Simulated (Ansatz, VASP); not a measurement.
SnSe in VASP and in Ansatz

```
CELL_PARAMETERS angstrom
0.00000 3.02402 3.02402
3.02402 0.00000 3.02402
3.02402 3.02402 0.00000
ATOMIC_POSITIONS crystal
Sn 0.00000 0.00000 0.00000
Se 0.50000 0.50000 0.50000
```

Alike in both runs: task single point; functional PBE; k mesh 10 × 10 × 10; occupations gaussian, width 0.05 eV; no spin polarisation.

```csv
,VASP,Ansatz
version,VASP 6.6.1,Ansatz 0.2.0
potentials or method,"VASP PAW PBE potentials, release 64 (Sn_d, Se)","scalar-relativistic, plane waves, PAW"
plane-wave cutoff (eV),520,420
valence electrons in the cell,20,30
```

```tsv
	VASP	Ansatz	Ansatz less VASP
gap on the k mesh at the Fermi level (eV)	0.49	0.49	0.000
least direct gap on the mesh (eV)	0.52	0.52	-0.001
pressure (GPa)	0.3	0.3	+0.02
```

With one functional, cell and mesh, what is left measures potentials, basis and numerics. The two sets of potentials don't hold the same shells in valence.

Caveats: spin-orbit coupling is left out, which moves the levels of the heavy elements.
